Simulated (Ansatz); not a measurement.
# Al (Fm-3m) in Ansatz: further runs

The runs below take Al through relaxation of cell and atoms, single point, with rPW86-PBE, PBE.

Everything below comes from runs of Ansatz 0.2.0. Logs are shortened: lines on timing, memory, paths and dates and some standing lists are left out, and cuts for length are marked.

### 1 Starting point

Symmetry: Fm-3m, No. 225, cubic system. The conventional cell has a = 4.050 Å, b = 4.050 Å, c = 4.050 Å, α = 90.00°, β = 90.00°, γ = 90.00°. Al (site symmetry m-3m) has 12 Al at 2.86 Å as nearest neighbours.

### 2 Relaxation of cell and atoms, rPW86-PBE

File input.yaml:

```yaml
crystal:
  lattice:
    - [0.0, 2.024805, 2.024805]
    - [2.024805, 0.0, 2.024805]
    - [2.024805, 2.024805, 0.0]
  atoms:
    - { symbol: Al, position: [0.0, 0.0, 0.0] }
hamiltonian:
  xc: { exchange: rpw86, correlation: pbe }
  pseudopotentials: { kind: paw }
kpoints:
  mp_grid: { grid: [11, 11, 11] }
scf:
  occupations: { method: fermi_dirac, width: 0.05 }
output:
  forces: true
  stress: true
relax:
  f_tol: 0.01
  max_steps: 40
  cell: { stress_tol: 0.05 }
```

Potentials or basis: Ansatz PAW.

Launch:

```sh
$ ansatz run input.yaml --threads 2 --pin off --max-ram 5120MiB --backend cpu --events-out ev --progress --plain --runs-dir out
```

The program printed:

```text
Warning: RAYON_NUM_THREADS=2 ignored (pool sized by the plan → 2); use --threads N
Engine: ansatz 0.2.0, aarch64-unknown-linux-gnu
Pseudopotentials: kind: paw
Pseudopotential: Al, paw, valence charge 3, recommended cutoff 420 eV (normal), Al.paw.azcp
Functional definition: unnamed
  exchange = rpw86_x
  correlation = pbe_c
Crystal: 1 atoms, lattice volume = 16.603 Å³
Basis set: ecut = 420 eV, 331 PW (Γ), exchange–correlation on 40×40×40 points (8 copies of the dense FFT grid, shifted against one another)
Bands: 6, of which v1, the nominal top of the filled ones, is band 2 counted from 1 (1 counted from 0)
Symmetry: 48 space group operations
Space group: Fm-3m (ITA 225), of the structure as read, at distance tolerance 2.6e-5 Å
k-points: 56 of 1331
Non-local potential: Al, projectors of the file, l = 0: 2, l = 1: 2, l = 2: 1
PAW form: soft (Blöchl's): semilocal exchange-correlation on the pseudo side does not see the compensation charge
PAW frozen core: Al, regenerated for the run's functional, and the local potential with it (the file was generated under x = pbe(κ = 0.804, μ = 0.2195149727645171), c = pbe(β = 0.06672455060314922))
PAW one-centre angular grid: Al, 110 points (default); XC on 64 Gauss nodes
Initial density: superposition of atomic densities (neutral atoms: chi_scale 0, normalization atom), corrected by the library's trained network
Initial wavefunctions: pseudopotential atomic-orbital guess
Functional: x = rpw86, c = pbe(β = 0.06672455060314922)
SCF iter   1: F=—  HF=-548.263800 eV  |F-HF|=—  |Δ(HF+E_count)|=         —  Δρ=1.40e-3  dr2=2.47e-4  ethr=1.77e-3  ⟨swp⟩=4.8  Hψ=2915  notcnv=0
preconditioner: auto → none  [metal: Δε(μ)=0.031 eV  Ē_g=13.130 eV  σ=0.050 eV  W_gap=0.15  n_scr=0 (ndim 8)  ℏωp=15.8 eV  f_vac=0.000  D(μ)=0.55/eV (n_scr^D=0)]
SCF iter   2: F=—  HF=-548.263758 eV  |F-HF|=—  |Δ(HF+E_count)|=   4.16e-5  Δρ=6.81e-4  dr2=5.29e-5  ethr=8.22e-6  ⟨swp⟩=1.1  Hψ=790  notcnv=0
SCF iter   3: F=—  HF=-548.263792 eV  |F-HF|=—  |Δ(HF+E_count)|=   3.40e-5  Δρ=4.69e-5  dr2=1.92e-7  ethr=1.76e-6  ⟨swp⟩=2.1  Hψ=394  notcnv=0
iter 4 did not close the SCF: its close was put off for the readings that it lacked (scf_convergence_deferred on its scf_iter line)
SCF iter   4: F=-548.263793 eV  HF=-548.263793 eV  |F-HF|=4.09e-9  |Δ(HF+E_count)|=   3.23e-7  Δρ=6.57e-6  dr2=6.33e-9  ethr=6.39e-9  ⟨swp⟩=2.2  Hψ=393  notcnv=0
iter 5 did not close the SCF: its close was put off for the readings that it lacked (scf_convergence_deferred on its scf_iter line)
SCF iter   5: F=-548.263793 eV  HF=-548.263793 eV  |F-HF|=5.31e-11  |Δ(HF+E_count)|=   4.44e-9  Δρ=8.52e-7  dr2=1.25e-10  ethr=2.11e-10  ⟨swp⟩=2.1  Hψ=394  notcnv=0
SCF iter   6: F=-548.263793 eV  HF=-548.263793 eV  |F-HF|=1.14e-13  |Δ(HF+E_count)|=  5.99e-11  Δρ=1.33e-8  dr2=2.52e-14  ethr=4.18e-12  ⟨swp⟩=1.0  Hψ=874  notcnv=0
SCF 1 converged in 6 iterations: F = -548.263793 eV  dr2 = 2.52e-14
relax step   1: F+E_penalty+E_count = -548.26379264 eV  Δ(F+E_penalty+E_count) = +0.000e0 eV  max|allowed force component| = 0.000e0 eV/Å  Δτ_max = 0.0000 Å  P = -0.496 GPa  Ω = 16.603 Å³  (6 SCF iters, dr2 threshold 1.00e-7 eV, accepted)
Crystal: 1 atoms, lattice volume = 16.481 Å³
Initial density: handed on by an earlier stage of this run
Initial wavefunctions: those handed on with the density
iter 1 solved again at ethr=1.67e-7 eV; its pass at ethr=3.10e-3 eV (dr2=5.02e-6 eV) is discarded
SCF iter   1: F=—  HF=-548.264011 eV  |F-HF|=—  |Δ(HF+E_count)|=         —  Δρ=1.80e-4  dr2=5.61e-6  ethr=1.67e-7  ⟨swp⟩=2.4  Hψ=3236  notcnv=0
preconditioner: auto → none  [metal: Δε(μ)=0.037 eV  Ē_g=13.198 eV  σ=0.050 eV  W_gap=0.18  n_scr=0 (ndim 8)  ℏωp=15.8 eV  f_vac=0.000  D(μ)=0.54/eV (n_scr^D=0)]
SCF iter   2: F=—  HF=-548.264036 eV  |F-HF|=—  |Δ(HF+E_count)|=   2.53e-5  Δρ=9.13e-5  dr2=1.44e-6  ethr=1.67e-7  ⟨swp⟩=1.0  Hψ=336  notcnv=0
SCF iter   3: F=-548.264035 eV  HF=-548.264035 eV  |F-HF|=9.74e-10  |Δ(HF+E_count)|=   1.18e-6  Δρ=2.19e-6  dr2=3.89e-10  ethr=3.33e-9  ⟨swp⟩=2.2  Hψ=1001  notcnv=0
SCF 2 converged in 3 iterations: F = -548.264035 eV  dr2 = 3.89e-10
relax step   2: F+E_penalty+E_count = -548.26403474 eV  Δ(F+E_penalty+E_count) = -2.421e-4 eV  max|allowed force component| = 0.000e0 eV/Å  Δτ_max = 0.0000 Å  P = +0.071 GPa  Ω = 16.481 Å³  energy of the carried Pulay correction = +7.902e-5 eV  (3 SCF iters, dr2 threshold 1.00e-7 eV, accepted)
Crystal: 1 atoms, lattice volume = 16.496 Å³
iter 1 solved again at ethr=3.08e-9 eV; its pass at ethr=3.10e-3 eV (dr2=9.23e-8 eV) is discarded
SCF iter   1: F=—  HF=-548.263999 eV  |F-HF|=—  |Δ(HF+E_count)|=         —  Δρ=2.40e-5  dr2=1.03e-7  ethr=3.08e-9  ⟨swp⟩=2.5  Hψ=3234  notcnv=0
preconditioner: auto → none  [metal: Δε(μ)=0.037 eV  Ē_g=13.190 eV  σ=0.050 eV  W_gap=0.18  n_scr=0 (ndim 8)  ℏωp=15.8 eV  f_vac=0.000  D(μ)=0.54/eV (n_scr^D=0)]
SCF iter   2: F=—  HF=-548.264028 eV  |F-HF|=—  |Δ(HF+E_count)|=   2.91e-5  Δρ=1.10e-5  dr2=2.08e-8  ethr=3.08e-9  ⟨swp⟩=2.0  Hψ=418  notcnv=0
SCF iter   3: F=-548.264028 eV  HF=-548.264028 eV  |F-HF|=1.26e-11  |Δ(HF+E_count)|=   2.19e-8  Δρ=1.09e-6  dr2=1.77e-10  ethr=4.15e-10  ⟨swp⟩=3.3  Hψ=688  notcnv=0
SCF 3 converged in 3 iterations: F = -548.264028 eV  dr2 = 1.77e-10
relax step   3: F+E_penalty+E_count = -548.26402819 eV  Δ(F+E_penalty+E_count) = +6.554e-6 eV  max|allowed force component| = 0.000e0 eV/Å  Δτ_max = 0.0000 Å  P = -0.001 GPa  Ω = 16.496 Å³  energy of the carried Pulay correction = +6.921e-5 eV  (3 SCF iters, dr2 threshold 1.24e-8 eV, accepted)
Initial wavefunctions: pseudopotential atomic-orbital guess (no wavefunctions were taken with the density)
iter 1 solved again at ethr=6.21e-9 eV; its pass at ethr=3.10e-3 eV (dr2=1.86e-7 eV) is discarded
SCF iter   1: F=—  HF=-548.263926 eV  |F-HF|=—  |Δ(HF+E_count)|=         —  Δρ=8.03e-6  dr2=1.91e-9  ethr=6.21e-9  ⟨swp⟩=3.0  Hψ=3933  notcnv=0
preconditioner: auto → none  [metal: Δε(μ)=0.036 eV  Ē_g=13.190 eV  σ=0.050 eV  W_gap=0.18  n_scr=0 (ndim 8)  ℏωp=15.8 eV  f_vac=0.000  D(μ)=0.54/eV (n_scr^D=0)]
SCF iter   2: F=—  HF=-548.263955 eV  |F-HF|=—  |Δ(HF+E_count)|=   2.91e-5  Δρ=3.32e-6  dr2=1.80e-10  ethr=6.37e-11  ⟨swp⟩=2.0  Hψ=419  notcnv=0
SCF iter   3: F=—  HF=-548.263955 eV  |F-HF|=—  |Δ(HF+E_count)|=   1.05e-9  Δρ=1.35e-6  dr2=2.76e-11  ethr=6.01e-12  ⟨swp⟩=2.0  Hψ=418  notcnv=0
SCF iter   4: F=-548.263955 eV  HF=-548.263955 eV  |F-HF|=1.02e-12  |Δ(HF+E_count)|=  2.63e-10  Δρ=1.27e-7  dr2=1.76e-12  ethr=1.00e-12  ⟨swp⟩=4.8  Hψ=818  notcnv=0
SCF 4 converged in 4 iterations: F = -548.263955 eV  dr2 = 1.76e-12
relax step   4: F+E_penalty+E_count = -548.26395506 eV  Δ(F+E_penalty+E_count) = +7.312e-5 eV  max|allowed force component| = 0.000e0 eV/Å  Δτ_max = 0.0000 Å  P = -0.006 GPa  Ω = 16.496 Å³  stress off target by 6.05e-3 GPa  SCF on the basis re-selected at this cell (its energy is not comparable with the rows above)  (4 SCF iters)
basis re-selected at this cell: Δ(F+E_penalty+E_count) = +7.312e-5 eV, ΔP = -0.005 GPa vs the last step (what re-selecting the basis moved, of the pressure what is left beyond the Pulay correction that the steps carried, after the strain that the cell walked since its last selection, with what the two solves' SCF thresholds leave and, on support functions, any second-order correction that the steps lacked; it is no measure of the basis error at this ecutwfc). This SCF's stress stands 6.05e-3 GPa from its target on what of the cell is left free (relax.cell.stress_tol is 5.00e-2 GPa) and its largest allowed force component is 0.00e0 eV/Å (relax.f_tol is 1.00e-2 eV/Å): within both
SCF converged after 4 iterations
Free energy (F): -548.263955 eV
Harris-Foulkes:  -548.263955 eV  (|F-HF|=1.02e-12)
Internal energy: -548.259977 eV  (E = F + TS)
E sigma→0 (E₀):  -548.261966 eV
Entropy (-TS):   -0.003978 eV (-3.978 meV/atom)
Fermi energy:    7.938729 eV
--- Per-component energies (eV) ---
  E_band       = 10.522218
  E_kinetic    = 22.654109
  E_local      = 9.740373  (includes V_loc(G=0)·N_el)
  E_nonlocal   = 10.663563
  E_hartree    = 0.097558
  E_xc         = -40.077869
  E_vxc        = -28.783329  (∫ρ·V_xc dr)
  E_paw        = -477.833219  (= ΣΔE_a)
  E_vpaw       = -3.947609  (= ΣTr[D̂ρ^β])
  E_aug_tail   = -0.000004  (compensation charges beyond the density's cutoff)
  E_ewald      = -73.520815
  E_core_change = 0.016327  (= ΣΔE_core)
  E_smearing   = -0.003978  (= −TS)
  E_closure    = 0.000000  (closes the sum)
  Σ components = -548.263955   (vs F -548.263955, Δ=0.00e0)
--- Forces (eV/Å), atoms counted from 1 ---
  atom   1  Al     0.00000000     0.00000000     0.00000000
  max |Σ_I F_I| component: 6.68e-33 eV/Å
--- Stress (GPa, compression-positive) ---
       -0.006046       0.000000       0.000000
        0.000000      -0.006046       0.000000
        0.000000       0.000000      -0.006046
  P = ⅓ Tr σ = -0.0060 GPa (-0.060 kbar)
--- Relaxed structure (3 steps of the walk, 3 accepted, 1 SCFs on fresh bases) ---
  F+E_penalty+E_count = -548.26395506 eV   max|allowed force component| = 0.000e0 eV/Å   (the final SCF, on the basis selected at the relaxed cell)
  cell:  # Å, volume = 16.4961 Å³
    - [1.019074406579118e-33, 2.0204601000941227, 2.0204601000941227]
    - [2.0204601000941227, 5.09537203289559e-34, 2.0204601000941227]
    - [2.0204601000941227, 2.0204601000941227, 3.0572232197373543e-34]
  atoms:
    - { symbol: Al, position: [0.0, 0.0, 0.0] }
```

Run time: 0.81 s. Hardware: 2 threads of Arm Neoverse V2, shared host; peak memory 0.25 GiB.

Results:

```
Free energy                            : -548.2640 eV
Relaxed volume                         : 16.50 Å³/atom
Relaxed cell                           : a = 2.857 Å, b = 2.857 Å, c = 2.857 Å, α = 60.00°, β = 60.00°, γ = 60.00°
Space group after relaxing (to 0.05 Å) : Fm-3m (No. 225)
Energy gained by relaxing              : 0.2 meV/atom
Ionic steps                            : 4
Pressure after relaxing                : 0.0 GPa
```

Step by step:
```tsv
step	energy change (eV)	largest force (eV/Å)	volume (Å³)
1	0.0000	0.0000	16.60
2	-0.0002	0.0000	16.48
3	-0.0002	0.0000	16.50
4	-0.0002	0.0000	16.50
```

Final structure:
```yaml
crystal:
  lattice:
    - [0.00000, 2.02046, 2.02046]
    - [2.02046, 0.00000, 2.02046]
    - [2.02046, 2.02046, 0.00000]
  atoms:
    - { symbol: Al, position: [0.00000, 0.00000, 0.00000] }
```

Caveat: the plane-wave basis is chosen anew once the cell has moved, so the energies of steps on either side of that aren't comparable; the PAW data sets come from PBE, with cores solved anew for the run's functional, which leaves a small shift of forces and pressure.

### 3 Single point, PBE

File input.yaml:

```yaml
crystal:
  lattice:
    - [0.0, 2.024805, 2.024805]
    - [2.024805, 0.0, 2.024805]
    - [2.024805, 2.024805, 0.0]
  atoms:
    - { symbol: Al, position: [0.0, 0.0, 0.0] }
hamiltonian:
  xc: pbe
  pseudopotentials: { kind: paw }
kpoints:
  mp_grid: { grid: [11, 11, 11] }
scf:
  occupations: { method: fermi_dirac, width: 0.05 }
basis:
  ecutwfc: "250 eV"
output:
  forces: true
  stress: true
  eigenvalues: true
  write_density: true
  write_potential: true
  elf: true
  volumetric_format: npy
```

Potentials or basis: Ansatz PAW.

Launch:

```sh
$ ansatz run input.yaml --threads 2 --pin off --max-ram 5120MiB --backend cpu --events-out ev --progress --plain --runs-dir out
```

The program printed:

```text
Warning: basis.ecutwfc = 250 eV is below the records' recommended 420 eV, and the density's cutoff is lower with it unless basis.ecutrho_ratio is high enough to keep the records' density cutoff: compare with a run at a higher cutoff
Warning: RAYON_NUM_THREADS=2 ignored (pool sized by the plan → 2); use --threads N
Engine: ansatz 0.2.0, aarch64-unknown-linux-gnu
Pseudopotentials: kind: paw
Pseudopotential: Al, paw, valence charge 3, recommended cutoff 420 eV (normal), Al.paw.azcp
Functional definition: PBE
  parameter kappa = 0.804
  parameter beta = 0.06672455060314922
  exchange = pbe_x(kappa = kappa, mu = beta*pi^2/3)
  correlation = pbe_c(beta = beta)
Crystal: 1 atoms, lattice volume = 16.603 Å³
Basis set: ecut = 250 eV, 169 PW (Γ), exchange–correlation on 30×30×30 points (8 copies of the dense FFT grid, shifted against one another)
Bands: 6, of which v1, the nominal top of the filled ones, is band 2 counted from 1 (1 counted from 0)
Symmetry: 48 space group operations
Space group: Fm-3m (ITA 225), of the structure as read, at distance tolerance 2.6e-5 Å
k-points: 56 of 1331
Non-local potential: Al, projectors of the file, l = 0: 2, l = 1: 2, l = 2: 1
PAW form: soft (Blöchl's): semilocal exchange-correlation on the pseudo side does not see the compensation charge
PAW one-centre angular grid: Al, 110 points (default); XC on 64 Gauss nodes
Initial density: superposition of atomic densities (neutral atoms: chi_scale 0, normalization atom), corrected by the library's trained network
Initial wavefunctions: pseudopotential atomic-orbital guess
Functional: x = pbe(κ = 0.804, μ = 0.2195149727645171), c = pbe(β = 0.06672455060314922)
SCF iter   1: F=—  HF=-537.405677 eV  |F-HF|=—  |Δ(HF+E_count)|=         —  Δρ=1.86e-3  dr2=9.92e-5  ethr=1.77e-3  ⟨swp⟩=4.7  Hψ=2838  notcnv=0
preconditioner: auto → none  [metal: Δε(μ)=0.030 eV  Ē_g=13.173 eV  σ=0.050 eV  W_gap=0.15  n_scr=0 (ndim 8)  ℏωp=15.8 eV  f_vac=0.000  D(μ)=0.55/eV (n_scr^D=0)]
SCF iter   2: F=—  HF=-537.405853 eV  |F-HF|=—  |Δ(HF+E_count)|=   1.76e-4  Δρ=9.51e-4  dr2=3.03e-5  ethr=3.31e-6  ⟨swp⟩=1.9  Hψ=843  notcnv=0
SCF iter   3: F=—  HF=-537.405996 eV  |F-HF|=—  |Δ(HF+E_count)|=   1.43e-4  Δρ=5.71e-5  dr2=5.40e-7  ethr=1.01e-6  ⟨swp⟩=2.0  Hψ=395  notcnv=0
iter 4 did not close the SCF: its close was put off for the readings that it lacked (scf_convergence_deferred on its scf_iter line)
SCF iter   4: F=-537.405996 eV  HF=-537.405996 eV  |F-HF|=1.50e-8  |Δ(HF+E_count)|=   7.26e-9  Δρ=1.87e-5  dr2=6.56e-8  ethr=1.80e-8  ⟨swp⟩=1.0  Hψ=313  notcnv=0
iter 5 did not close the SCF: its close was put off for the readings that it lacked (scf_convergence_deferred on its scf_iter line)
SCF iter   5: F=-537.405996 eV  HF=-537.405996 eV  |F-HF|=1.68e-11  |Δ(HF+E_count)|=   1.38e-8  Δρ=4.35e-7  dr2=2.48e-11  ethr=2.19e-9  ⟨swp⟩=1.0  Hψ=313  notcnv=0
SCF iter   6: F=-537.405996 eV  HF=-537.405996 eV  |F-HF|=1.48e-12  |Δ(HF+E_count)|=  3.55e-11  Δρ=1.62e-7  dr2=5.01e-12  ethr=1.00e-12  ⟨swp⟩=3.7  Hψ=1335  notcnv=0
SCF 1 converged in 6 iterations: F = -537.405996 eV  dr2 = 5.01e-12
SCF converged after 6 iterations
Free energy (F): -537.405996 eV
Harris-Foulkes:  -537.405996 eV  (|F-HF|=1.48e-12)
Internal energy: -537.401997 eV  (E = F + TS)
E sigma→0 (E₀):  -537.403997 eV
Entropy (-TS):   -0.003999 eV (-3.999 meV/atom)
Fermi energy:    7.937289 eV
--- Per-component energies (eV) ---
  E_band       = 10.529244
  E_kinetic    = 22.557558
  E_local      = 9.864851  (includes V_loc(G=0)·N_el)
  E_nonlocal   = 10.484836
  E_hartree    = 0.103750
  E_xc         = -39.682923
  E_vxc        = -28.898856  (∫ρ·V_xc dr)
  E_paw        = -467.367002  (= ΣΔE_a)
  E_vpaw       = -3.686629  (= ΣTr[D̂ρ^β])
  E_aug_tail   = -0.000016  (compensation charges beyond the density's cutoff)
  E_ewald      = -73.363052
  E_smearing   = -0.003999  (= −TS)
  E_closure    = 0.000000  (closes the sum)
  Σ components = -537.405996   (vs F -537.405996, Δ=0.00e0)
--- Forces (eV/Å), atoms counted from 1 ---
  atom   1  Al    -0.00000000    -0.00000000     0.00000000
  max |Σ_I F_I| component: 8.99e-34 eV/Å
--- Stress (GPa, compression-positive) ---
        1.619940       0.000000      -0.000000
        0.000000       1.619940       0.000000
       -0.000000       0.000000       1.619940
  P = ⅓ Tr σ = 1.6199 GPa (16.199 kbar)
--- Band table (eV; the first three rows and the last of 56) ---
  k-point 0: bands = ["-3.2037", "20.3773", "20.3773", "20.3773", "22.0039", "22.0039"]
  k-point 1: bands = ["-2.9792", "17.5559", "19.8060", "19.8060", "22.6550", "22.9682"]
  k-point 2: bands = ["-2.3069", "13.9305", "19.1021", "19.1021", "22.3868", "23.7377"]
  k-point 55: bands = ["6.5485", "6.8227", "8.1702", "10.0617", "21.7665", "24.6468"]
```

v_z.tsv:

```text
# z_ang	v_es[eV]	v_tot[eV]
# format = ansatz-planar-average/11
# xc	pbe
# density_cutoff_ev	1000
# datasets	Al=:simpson_from_first_knot:soft
# lattice	0.000000000	2.024805000	2.024805000
# lattice	2.024805000	0.000000000	2.024805000
# lattice	2.024805000	2.024805000	0.000000000
# sites	1
# site	13	0.000000000	0.000000000	0.000000000
0.000000	4.912047e-1	-1.069787e1
0.190900	5.629484e-1	-1.048736e1
0.381801	8.317576e-1	-9.840372e0
0.572701	1.517602e0	-8.554164e0
0.763602	2.888754e0	-6.672450e0
0.954502	4.775986e0	-4.640730e0
1.145403	6.453537e0	-2.917545e0
1.336303	7.314682e0	-1.985220e0
1.527204	7.314682e0	-1.985220e0
1.718104	6.453537e0	-2.917545e0
1.909004	4.775986e0	-4.640730e0
2.099905	2.888754e0	-6.672450e0
2.290805	1.517602e0	-8.554164e0
2.481706	8.317576e-1	-9.840372e0
2.672606	5.629484e-1	-1.048736e1
```

Wall time 0.28 s (2 threads of Arm Neoverse V2, shared host); peak memory 0.23 GiB.

Results:

| Item | Value |
| --- | --- |
| Free energy | -537.4060 eV |
| Pressure | 1.6 GPa |
| Band gap on the k mesh | none (metal or under the smearing width) |

Levels at points of the mesh, in eV from the Fermi level:
| k point | band 1 | band 2 | band 3 | band 4 | band 5 | band 6 |
| --- | --- | --- | --- | --- | --- | --- |
| (0.00, 0.00, 0.00) | -11.14 | 12.44 | 12.44 | 12.44 | 14.07 | 14.07 |

Caveat: the pressure holds a Pulay correction of +4.6 GPa for the finite cutoff; the cutoff lies under the one recommended for these potentials.

### 4 Single point, PBE

File input.yaml:

```yaml
crystal:
  lattice:
    - [0.0, 2.024805, 2.024805]
    - [2.024805, 0.0, 2.024805]
    - [2.024805, 2.024805, 0.0]
  atoms:
    - { symbol: Al, position: [0.0, 0.0, 0.0] }
hamiltonian:
  xc: pbe
  pseudopotentials: { kind: paw }
kpoints:
  mp_grid: { grid: [8, 8, 8] }
scf:
  occupations: { method: fermi_dirac, width: 0.05 }
output:
  forces: true
  stress: true
  eigenvalues: true
```

Launch:

```sh
$ ansatz run input.yaml --threads 2 --pin off --max-ram 5120MiB --backend cpu --events-out ev --progress --plain --runs-dir out
```

Wall time 0.22 s (2 threads of Arm Neoverse V2, shared host); peak memory 0.23 GiB.

It converged, with:

| Quantity | Value |
| --- | --- |
| Free energy | -537.4989 eV |
| Pressure | -0.4 GPa |
| Band gap on the k mesh | none (metal or under the smearing width) |

Levels at points of the mesh, in eV from the Fermi level:
```tsv
k point	band 1	band 2	band 3	band 4
(0.00, 0.00, 0.00)	-11.13	12.45	12.45	12.45
(0.00, 0.00, -0.50)	-4.60	-4.41	11.31	11.31
(0.00, -0.50, -0.50)	-2.94	-1.65	5.18	5.53
```

### 5 Overview

| task | level | cell | k mesh | cutoff (eV) | gap on the mesh (eV) | pressure (GPa) |
| --- | --- | --- | --- | --- | --- | --- |
| relaxation of cell and atoms | rPW86-PBE | relaxed | 11 × 11 × 11 | 420 | - | 0.0 |
| single point | PBE | as given | 11 × 11 × 11 | 250 | none | 1.6 |
| single point | PBE | as given | 8 × 8 × 8 | 420 | none | -0.4 |

Alike in all rows: potentials or basis Ansatz PAW; no spin polarisation; smearing fermi-dirac 0.05 eV.

Caveats: the plane-wave basis is chosen anew once the cell has moved, so the energies of steps on either side of that aren't comparable (some runs); the PAW data sets come from PBE, with cores solved anew for the run's functional, which leaves a small shift of forces and pressure (some runs); the pressure holds a Pulay correction of +4.6 GPa for the finite cutoff (some runs); the cutoff lies under the one recommended for these potentials (some runs).

Total energies depend on the potentials used, so only differences within one code and one set of settings carry meaning.

### 6 Comparison with measurements

Step 2. The cell as given is a measured one (16.60 Å³/atom); rPW86-PBE puts the equilibrium volume -0.6 % from it, thermal expansion not counted.
